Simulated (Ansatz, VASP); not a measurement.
# Si: VASP beside Ansatz

One calculation is typed for both programs; each brings its own data sets. How far apart do they land? Of the first pair: The cell is taken from a series of runs on this material, whose earlier steps may have relaxed, scaled, displaced or heated it; both programs get it as it stands.

Program: Ansatz 0.2.0. Level of theory: plane waves, with VASP 6.6.1 beside it; relaxation of cell and atoms at PBEsol and single point at PBEsol. Results are calculated unless marked as measured.

## 1. The starting structure

It takes space group Fd-3m (No. 227, cubic). Conventional cell: a = 5.433 Å, b = 5.433 Å, c = 5.433 Å, α = 90.00°, β = 90.00°, γ = 90.00°. Nearest to Si lie 4 Si at 2.35 Å.

As a file:

```cif
data_structure
_symmetry_space_group_name_H-M 'Fd-3m:1'
_symmetry_Int_Tables_number 227
_cell_length_a 5.4334
_cell_length_b 5.4334
_cell_length_c 5.4334
_cell_angle_alpha 90.000
_cell_angle_beta 90.000
_cell_angle_gamma 90.000
_cell_volume 160.41
loop_
_atom_site_label
_atom_site_type_symbol
_atom_site_symmetry_multiplicity
_atom_site_Wyckoff_symbol
_atom_site_fract_x
_atom_site_fract_y
_atom_site_fract_z
_atom_site_occupancy
Si1 Si 8 a 0.50000 0.00000 0.50000 1
```

## 2. VASP: relaxation of cell and atoms, PBEsol

The relaxed volume is the usual yardstick between codes: in a stiff, nearly cubic crystal its relative difference is about their pressure difference at one cell divided by the bulk modulus.

Lines of VASP's logs that name or quote its potential files are left out, and so is its time.

The input, INCAR:

```
SYSTEM = Si
PREC = Accurate
ENCUT = 500
EDIFF = 1E-07
NELM = 120
ISMEAR = -1
SIGMA = 0.02
LREAL = .FALSE.
ALGO = Normal
GGA = PS
NBANDS = 10
LORBIT = 11
LWAVE = .FALSE.
LCHARG = .FALSE.
ISIF = 3
IBRION = 2
NSW = 80
EDIFFG = -0.005
LASPH = .TRUE.
GGA_COMPAT = .FALSE.
NELMIN = 4
EFERMI = MIDGAP
```

The input, POSCAR:

```
Si
1.0
    0.0000000000      2.7167104157      2.7167104157
    2.7167104157      0.0000000000      2.7167104157
    2.7167104157      2.7167104157      0.0000000000
Si
2
Direct
    0.5000000000      0.5000000000      0.5000000000
    0.7500000000      0.7500000000      0.7500000000
```

The input, KPOINTS:

```
Automatic mesh
0
Gamma
9 9 9
0 0 0
```

PAW data sets: Si (PBE family, release 64).

Command:

```sh
> mpirun -np 1 vasp_std
```

Numbers of over 12 decimals in the logs are rounded to 6 here.

Log:

```text
[banner, memory and clock lines left out]
running    1 mpi-ranks, on    1 nodes
 distrk:  each k-point on    1 cores,    1 groups
 distr:  one band on    1 cores,    1 groups

 POSCAR found type information on POSCAR Si
 POSCAR found :  1 types and       2 ions
|                                                                             |
|               ----> ADVICE to this user running VASP <----                  |
|                                                                             |
|     You enforced a specific xc type in the INCAR file but a different       |
|     [... a line on the potential file left out ...]
|     I HOPE YOU KNOW WHAT YOU ARE DOING!                                     |
|                                                                             |

 LDA part: xc-table for (Slater+PW92), standard interpolation
 POSCAR, INCAR and KPOINTS ok, starting setup
 FFT: planning ... GRIDC
 FFT: planning ... GRID_SOFT
 FFT: planning ... GRID
 WAVECAR not read
 entering main loop
       N       E                     dE             d eps       ncg     rms          rms(c)
DAV:   1     0.686684037809E+01    0.68668E+01   -0.31997E+03   700   0.622E+02
DAV:   2    -0.112098364515E+02   -0.18077E+02   -0.17289E+02   958   0.873E+01
DAV:   3    -0.117110159995E+02   -0.50118E+00   -0.50023E+00   896   0.133E+01
DAV:   4    -0.117143363547E+02   -0.33204E-02   -0.33200E-02   902   0.133E+00
DAV:   5    -0.117143608730E+02   -0.24518E-04   -0.24517E-04   842   0.968E-02    0.496E+00
DAV:   6    -0.115608764640E+02    0.15348E+00   -0.87415E-02   794   0.127E+00    0.297E+00
DAV:   7    -0.114909946546E+02    0.69882E-01   -0.15432E-01   798   0.177E+00    0.184E-01
DAV:   8    -0.114915295381E+02   -0.53488E-03   -0.52805E-03   776   0.441E-01    0.789E-02
DAV:   9    -0.114915857185E+02   -0.56180E-04   -0.91609E-05   936   0.675E-02    0.545E-02
DAV:  10    -0.114915970853E+02   -0.11367E-04   -0.12219E-05   794   0.204E-02    0.853E-03
DAV:  11    -0.114915968298E+02    0.25551E-06   -0.41652E-07   924   0.362E-03    0.224E-03
DAV:  12    -0.114915968207E+02    0.90298E-08   -0.13583E-07   742   0.240E-03
   1 F= -.11491597E+02 E0= -.11491597E+02  d E =-.114916E+02
 curvature:   0.00 expect dE= 0.000E+00 dE for cont linesearch  0.000E+00
 trial: gam= 0.00000 g(F)=  0.842E-49 g(S)=  0.642E-04 ort = 0.000E+00 (trialstep = 0.100E+01)
 search vector abs. value=  0.642E-04
 bond charge predicted
       N       E                     dE             d eps       ncg     rms          rms(c)
DAV:   1    -0.114916345551E+02   -0.37725E-04   -0.97733E-04   762   0.147E-01    0.294E-02
DAV:   2    -0.114916155032E+02    0.19052E-04   -0.20160E-05   776   0.250E-02    0.184E-02
DAV:   3    -0.114916052287E+02    0.10275E-04   -0.19435E-05   752   0.186E-02    0.523E-03
DAV:   4    -0.114916051100E+02    0.11864E-06   -0.29783E-07   808   0.376E-03    0.458E-03
DAV:   5    -0.114916047090E+02    0.40099E-06   -0.24678E-08   396   0.101E-03    0.106E-03
DAV:   6    -0.114916047291E+02   -0.20040E-07   -0.21201E-09   374   0.325E-04
   2 F= -.11491605E+02 E0= -.11491605E+02  d E =-.790833E-05
 trial-energy change:   -0.000008  1 .order   -0.000010   -0.000064    0.000045
 step:   0.5647(harm=  0.5895)  dis= 0.00000  next Energy=   -11.491615 (dE=-0.178E-04)
 bond charge predicted
       N       E                     dE             d eps       ncg     rms          rms(c)
DAV:   1    -0.114916191089E+02   -0.14400E-04   -0.18509E-04   762   0.638E-02    0.128E-02
DAV:   2    -0.114916157957E+02    0.33133E-05   -0.38176E-06   772   0.109E-02    0.798E-03
DAV:   3    -0.114916145156E+02    0.12801E-05   -0.36822E-06   752   0.811E-03    0.228E-03
DAV:   4    -0.114916145683E+02   -0.52744E-07   -0.52296E-08   436   0.164E-03
   3 F= -.11491615E+02 E0= -.11491615E+02  d E =-.177475E-04
 curvature:  -0.29 expect dE=-0.289E-07 dE for cont linesearch -0.289E-07
 trial: gam=-0.03762 g(F)=  0.459E-49 g(S)=  0.983E-07 ort = 0.251E-05 (trialstep = 0.913E+00)
 search vector abs. value=  0.251E-09
 reached required accuracy - stopping structural energy minimisation
```

Parts of OUTCAR (step 2):

```text
ion  position               nearest neighbor table
   1  0.500  0.500  0.500-   2 2.35   2 2.35   2 2.35   2 2.35
   2  0.750  0.750  0.750-   1 2.35   1 2.35   1 2.35   1 2.35

  LATTYP: Found a face centered cubic cell.
 ALAT       =     5.4334208314

 Subroutine GETGRP returns: Found 48 space group operations
 (whereof 24 operations were pure point group operations)

The static configuration has the point symmetry T_d .
 The point group associated with its full space group is O_h .

 Found     35 irreducible k-points:

   k-points           NKPTS =     35   k-points in BZ     NKDIM =     35   number of bands    NBANDS=     10

   dimension x,y,z NGX =    28 NGY =   28 NGZ =   28
   dimension x,y,z NGXF=    56 NGYF=   56 NGZF=   56

   ENCUT  =  500.0 eV  36.75 Ry    6.06 a.u.   7.00  7.00  7.00*2*pi/ulx,y,z

   NELECT =       8.0000    total number of electrons

 k-points in reciprocal lattice and weights: Automatic mesh
   0.00000000  0.00000000  0.00000000       0.001
   0.11111111  0.00000000  0.00000000       0.011
   0.22222222  0.00000000  0.00000000       0.011
   0.33333333  0.00000000  0.00000000       0.011
   0.44444444  0.00000000  0.00000000       0.011
   0.11111111  0.11111111  0.00000000       0.008
   0.22222222  0.11111111  0.00000000       0.033
   0.33333333  0.11111111  0.00000000       0.033
   0.44444444  0.11111111  0.00000000       0.033
[...]
-0.33333333  0.44444444  0.11111111       0.033
  -0.33333333  0.44444444  0.22222222       0.033

 average (electrostatic) potential at core
       1 -83.0662       2 -83.0662

 E-fermi :   5.9916

 k-point     1 :       0.0000    0.0000    0.0000
  band No.  band energies     occupation
      1      -6.2086      2.00000
      2       5.7632      1.99998
      3       5.7632      1.99998
      4       5.7632      1.99998
      5       8.2791      0.00000
      6       8.2791      0.00000
      7       8.2791      0.00000
      8       9.0565      0.00000
      9      13.4498      0.00000
    ...

 k-point     2 :       0.1111    0.0000    0.0000
  band No.  band energies     occupation
      1      -6.0469      2.00000
      2       4.4068      2.00000
      3       5.5230      2.00000
      4       5.5230      2.00000
      5       8.2459      0.00000
      6       8.6313      0.00000
      7       8.6313      0.00000
      8      10.1710      0.00000
      9      13.0167      0.00000
    ...

 k-point     3 :       0.2222    0.0000    0.0000
  band No.  band energies     occupation
      1      -5.5714      2.00000
      2       2.3227      2.00000
      3       5.0971      2.00000
      4       5.0971      2.00000
      5       7.8215      0.00000
      6       9.1570      0.00000
      7       9.1570      0.00000
      8      12.1240      0.00000
      9      12.7804      0.00000
    ...

  Total        0.0011658      0.0011658      0.0011658      0.0000000     -0.0000000      0.0000000
  in kB        0.0465188      0.0465188      0.0465188      0.0000000     -0.0000000      0.0000000
  external PRESSURE =       0.0465188 kB  Pullay stress =       0.0000000 kB

  energy-cutoff  :      500.00
  volume of cell :       40.15
      direct lattice vectors                 reciprocal lattice vectors
    -0.000000000  2.717812201  2.717812201    -0.183971505  0.183971505  0.183971505
     2.717812201  0.000000000  2.717812201     0.183971505 -0.183971505  0.183971505
     2.717812201  2.717812201  0.000000000     0.183971505  0.183971505 -0.183971505

 POSITION                                       TOTAL-FORCE (eV/Angst)
 -----------------------------------------------------------------------------------
      2.71781      2.71781      2.71781        -0.000000     -0.000000     -0.000000
      4.07672      4.07672      4.07672         0.000000      0.000000      0.000000
 -----------------------------------------------------------------------------------
    total drift:                                0.000000      0.000000     -0.000000

  FREE ENERGIE OF THE ION-ELECTRON SYSTEM (eV)
  ---------------------------------------------------
  free  energy   TOTEN  =       -11.4916145683 eV

  energy  without entropy=      -11.4916145222  energy(sigma->0) =      -11.49161455

 reached required accuracy - stopping structural energy minimisation

 total charge
# of ion       s       p       d       tot
------------------------------------------
    1        0.752   0.937   0.000   1.689
    2        0.752   0.937   0.000   1.689
--------------------------------------------------
tot          1.504   1.874   0.000   3.378

[... 3 further parts left out ...]
```

CONTCAR:

```
Si
   1.00000000000000
    -0.0000000000000000    2.7178122008944334    2.7178122008944334
     2.7178122008944334    0.0000000000000000    2.7178122008944334
     2.7178122008944334    2.7178122008944334    0.0000000000000000
  Si
     2
Direct
     0.5000000000000000    0.5000000000000000    0.5000000000000000
     0.7500000000000000    0.7500000000000000    0.7500000000000000
```

The run keeps the 48 symmetry operations of its start, so it cannot find a distortion of lower symmetry.

## 3. Ansatz: relaxation of cell and atoms, PBEsol

Ansatz runs on its PAW soft_1 files.

The same cell, functional, mesh and smearing now go to Ansatz.

The input, input.yaml:

```yaml
crystal:
  lattice:
    - [0.0, 2.7167104157, 2.7167104157]
    - [2.7167104157, 0.0, 2.7167104157]
    - [2.7167104157, 2.7167104157, 0.0]
  atoms:
    - { symbol: Si, position: [0.5, 0.5, 0.5] }
    - { symbol: Si, position: [0.75, 0.75, 0.75] }
kpoints:
  mp_grid: { grid: [9, 9, 9] }
scf:
  occupations: { method: fermi_dirac, width: 0.02 }
hamiltonian:
  xc: pbesol
  pseudopotentials: { kind: paw, azcp: { folder: soft_1 }, xc_functional: pbe }
basis:
  ecutwfc: 600
output:
  forces: true
  stress: true
relax:
  f_tol: 0.005
  max_steps: 70
  cell: { stress_tol: 0.02, p_target: 0 }
```

Command:

```sh
> ansatz run input.yaml --threads 4 --pin off --max-ram 10240MiB --backend cpu --events-out ev --progress --plain --runs-dir out
```

Log:

```text
Engine: ansatz 0.2.0, aarch64-unknown-linux-gnu
Pseudopotentials: kind: paw
Pseudopotential: Si, paw, valence charge 4, recommended cutoff 420 eV (normal), soft_1/Si.paw.azcp
Functional definition: PBEsol
  exchange = pbesol_x
  correlation = pbesol_c
Crystal: 2 atoms, lattice volume = 40.101 Å³
Basis set: ecut = 600 eV, 1363 PW (Γ), exchange–correlation on 64×64×64 points (8 copies of the dense FFT grid, shifted against one another)
Bands: 8, of which v1, the nominal top of the filled ones, is band 4 counted from 1 (3 counted from 0)
Symmetry: 48 space group operations
Space group: Fd-3m (ITA 227), of the structure as read, at distance tolerance 3.4e-5 Å
k-points: 35 of 729
Non-local potential: Si, projectors of the file, l = 0: 2, l = 1: 2, l = 2: 1
PAW form: soft (Blöchl's): semilocal exchange-correlation on the pseudo side does not see the compensation charge
PAW frozen core: Si, regenerated for the run's functional, and the local potential with it (the file was generated under x = pbe(κ = 0.804, μ = 0.219515), c = pbe(β = 0.066725))
PAW one-centre angular grid: Si, 110 points (default); XC on 64 Gauss nodes
Initial density: superposition of atomic densities (chi_scale 0.1, normalization cell)
Initial wavefunctions: pseudopotential atomic-orbital guess
Functional: x = pbesol(κ = 0.804, μ = 0.123457), c = pbesol(β = 0.046)
SCF iter   1: F=—  HF=-1243.204460 eV  |F-HF|=—  |Δ(HF+E_count)|=         —  Δρ=4.58e-2  dr2=7.48e-1  ethr=3.10e-3  ⟨swp⟩=6.6  Hψ=2730  notcnv=0
preconditioner: auto → none  [insulator: Δε(μ)=0.836 eV  Ē_g=9.558 eV  σ=0.020 eV  W_gap=1.00  n_scr=8 (ndim 8)  ℏωp=16.6 eV  f_vac=0.000  D(μ)=0.00/eV (n_scr^D=0)  ε∞_Penn≈4.0]
SCF iter   2: F=—  HF=-1243.016193 eV  |F-HF|=—  |Δ(HF+E_count)|=   1.88e-1  Δρ=1.97e-2  dr2=1.19e-1  ethr=3.10e-3  ⟨swp⟩=2.1  Hψ=695  notcnv=0
SCF iter   3: F=—  HF=-1242.987259 eV  |F-HF|=—  |Δ(HF+E_count)|=   2.89e-2  Δρ=1.49e-3  dr2=5.65e-4  ethr=1.49e-3  ⟨swp⟩=2.1  Hψ=368  notcnv=0
SCF iter   4: F=—  HF=-1242.987517 eV  |F-HF|=—  |Δ(HF+E_count)|=   2.58e-4  Δρ=2.32e-4  dr2=1.22e-5  ethr=7.06e-6  ⟨swp⟩=2.0  Hψ=531  notcnv=0
SCF iter   5: F=—  HF=-1242.987517 eV  |F-HF|=—  |Δ(HF+E_count)|=   2.54e-7  Δρ=2.53e-5  dr2=2.79e-7  ethr=1.53e-7  ⟨swp⟩=2.3  Hψ=414  notcnv=0
SCF iter   6: F=-1242.987517 eV  HF=-1242.987517 eV  |F-HF|=2.77e-11  |Δ(HF+E_count)|=   2.01e-8  Δρ=3.01e-6  dr2=4.00e-9  ethr=1.25e-9  ⟨swp⟩=4.3  Hψ=853  notcnv=0
SCF 1 converged in 6 iterations: F = -1242.987517 eV  dr2 = 4.00e-9
  greatest PAW one-centre occupation: 0.626 electrons in one spin orbital (limit 2), on the Si atom at site 1 (counted from 0), in its partial waves of l = 0
relax step   1: F+E_penalty+E_count = -1242.98751664 eV  Δ(F+E_penalty+E_count) = +0.000e0 eV  max|allowed force component| = 1.388e-17 eV/Å  Δτ_max = 0.0000 Å  P = +0.000 GPa  Ω = 40.101 Å³  (6 SCF iters, dr2 threshold 1.00e-7 eV, accepted)
Initial density: handed on by an earlier stage of this run
Initial wavefunctions: pseudopotential atomic-orbital guess (no wavefunctions were taken with the density)
iter 1 solved again at ethr=1.24e-7 eV; its pass at ethr=3.10e-3 eV (dr2=9.95e-6 eV) is discarded
SCF iter   1: F=—  HF=-1242.987517 eV  |F-HF|=—  |Δ(HF+E_count)|=         —  Δρ=2.83e-6  dr2=3.68e-9  ethr=1.24e-7  ⟨swp⟩=3.2  Hψ=3654  notcnv=0
eigensolver tolerance schedule: the retry pair's looser diagonalisation over-reported the residual by 2705.37 of it (diagonalisation noise at 0.12 of the residual, at the tolerance the schedule requests for it); recorded, not acted on — ethr = c·dr2/N_el stays at c = 1.0e-1
preconditioner: auto → none  [insulator: Δε(μ)=0.475 eV  Ē_g=9.424 eV  σ=0.020 eV  W_gap=1.00  n_scr=8 (ndim 8)  ℏωp=16.6 eV  f_vac=0.000  D(μ)=0.00/eV (n_scr^D=0)  ε∞_Penn≈4.1]
SCF iter   2: F=—  HF=-1242.987517 eV  |F-HF|=—  |Δ(HF+E_count)|=   9.65e-8  Δρ=1.44e-6  dr2=7.57e-10  ethr=4.60e-11  ⟨swp⟩=2.3  Hψ=433  notcnv=0
SCF iter   3: F=—  HF=-1242.987517 eV  |F-HF|=—  |Δ(HF+E_count)|=  2.78e-10  Δρ=1.22e-7  dr2=3.43e-12  ethr=9.46e-12  ⟨swp⟩=2.1  Hψ=422  notcnv=0
SCF iter   4: F=-1242.987517 eV  HF=-1242.987517 eV  |F-HF|=2.27e-13  |Δ(HF+E_count)|=  7.28e-12  Δρ=3.41e-8  dr2=2.92e-13  ethr=1.00e-12  ⟨swp⟩=5.2  Hψ=940  notcnv=0
SCF 2 converged in 4 iterations: F = -1242.987517 eV  dr2 = 2.92e-13
relax step   2: F+E_penalty+E_count = -1242.98751664 eV  Δ(F+E_penalty+E_count) = -5.082e-10 eV  max|allowed force component| = 1.156e-17 eV/Å  Δτ_max = 0.0000 Å  P = +0.000 GPa  Ω = 40.101 Å³  stress off target by 1.62e-4 GPa  SCF on the basis re-selected at this cell (its energy is not comparable with the rows above)  (4 SCF iters)
basis re-selected at this cell: Δ(F+E_penalty+E_count) = -5.082e-10 eV, ΔP = +0.000 GPa vs the last step (what re-selecting the basis moved, of the pressure what is left beyond the Pulay correction that the steps carried, after the strain that the cell walked since its last selection, with what the two solves' SCF thresholds leave and, on support functions, any second-order correction that the steps lacked; it is no  [...]
SCF converged after 4 iterations
Free energy (F): -1242.987517 eV
Harris-Foulkes:  -1242.987517 eV  (|F-HF|=2.27e-13)
Internal energy: -1242.987517 eV  (E = F + TS)
E sigma→0 (E₀):  -1242.987517 eV
Entropy (-TS):   -0.000000 eV (-0.000 meV/atom)
Fermi energy:    6.387358 eV
--- Per-component energies (eV) ---
  E_band       = 8.592482
  E_kinetic    = 80.991434
  E_local      = -48.889702  (includes V_loc(G=0)·N_el)
  E_nonlocal   = 45.837927
  E_hartree    = 14.658613
  E_xc         = -111.719769
  E_vxc        = -95.463080  (∫ρ·V_xc dr)
  E_paw        = -995.511785  (= ΣΔE_a)
  E_vpaw       = -3.201338  (= ΣTr[D̂ρ^β])
  E_aug_tail   = 0.000017  (compensation charges beyond the density's cutoff)
  E_ewald      = -228.417373
  E_core_change = 0.063121  (= ΣΔE_core)
  E_smearing   = -0.000000  (= −TS)
  E_closure    = 0.000000  (closes the sum)
  Σ components = -1242.987517   (vs F -1242.987517, Δ=0.00e0)
--- Forces (eV/Å), atoms counted from 1 ---
  atom   1  Si    -0.00000000     0.00000000     0.00000000
  atom   2  Si    -0.00000000    -0.00000000     0.00000000
  max |Σ_I F_I| component: 1.67e-16 eV/Å
--- Stress (GPa, compression-positive) ---
        0.000162      -0.000000       0.000000
        0.000000       0.000162       0.000000
        0.000000       0.000000       0.000162
  P = ⅓ Tr σ = 0.0002 GPa (0.002 kbar)
--- Relaxed structure (1 steps of the walk, 1 accepted, 1 SCFs on fresh bases) ---
  F+E_penalty+E_count = -1242.98751664 eV   max|allowed force component| = 1.156e-17 eV/Å   (the final SCF, on the basis selected at the relaxed cell)
  cell:  # Å, volume = 40.1014 Å³
    - [0.0, 2.7167104157, 2.7167104157]
    - [2.7167104157, 0.0, 2.7167104157]
    - [2.7167104157, 2.7167104157, 0.0]
  atoms:
    - { symbol: Si, position: [0.5, 0.5, 0.5] }
    - { symbol: Si, position: [0.750000, 0.750000, 0.750000] }
```

## 4. Comparison

Known differences besides the potentials themselves: the cutoff is 600 eV in Ansatz and 500 eV in VASP; Ansatz makes its cores anew for this functional, VASP keeps those of its PBE data sets; Ansatz adds a Pulay correction to the stress that steers its cell, VASP none. Total energies have different zeros and are not compared.

The two programs side by side:

| quantity | Ansatz | VASP | difference |
| --- | --- | --- | --- |
| volume (Å³) | 40.10 | 40.15 | -0.12 % |
| edge a after relaxation, in the typed setting (Å) | 3.842 | 3.844 | -0.04 % |

## 5. Ansatz: relaxation, PBEsol

This run makes the geometry at which the two programs are then compared.

The structure compared here is the end of the Ansatz relaxation.

Changes to input.yaml since step 3:

```diff
@@ -23,2 +23,2 @@
   max_steps: 70
-  cell: { stress_tol: 0.02, p_target: 0 }
+  cell: { stress_tol: 0.02, p_target: 5 }
```

Log:

```text
[...]
Crystal: 2 atoms, lattice volume = 40.101 Å³
Basis set: ecut = 600 eV, 1363 PW (Γ), exchange–correlation on 64×64×64 points (8 copies of the dense FFT grid, shifted against one another)
Bands: 8, of which v1, the nominal top of the filled ones, is band 4 counted from 1 (3 counted from 0)
Symmetry: 48 space group operations
[...]
k-points: 35 of 729
[...]
0.000000       4.998821       0.000000
        0.000000       0.000000       4.998821
  P = ⅓ Tr σ = 4.9988 GPa (49.988 kbar)
--- Relaxed structure (4 steps of the walk, 4 accepted, 1 SCFs on fresh bases) ---
[...]
cell:  # Å, volume = 38.2201 Å³
    - [0, 2.673544, 2.673544]
    - [2.673544, 0, 2.673544]
    - [2.673544, 2.673544, 0]
  atoms:
    - { symbol: Si, position: [0.500000, 0.500000, 0.500000] }
    - { symbol: Si, position: [0.75, 0.75, 0.750000] }
[key lines of the parts left out:]
SCF converged after 4 iterations
Free energy (F): -1242.959366 eV
Fermi energy:    6.856630 eV
```

(Part 1 of 2 ends here.)

[Lines on the potential files, build, host, timing and source positions are cut from VASP's logs without a mark.]

[Logs are printed without paths, hosts, clocks, repeated set-up lines and the standing remarks that a program may print on its own settings, such as how far it seeks lower states.]

[Hosts, paths, dates, database ids (printed as entryN), source tags and the programs' standing remarks are cut or masked in the printed files.]
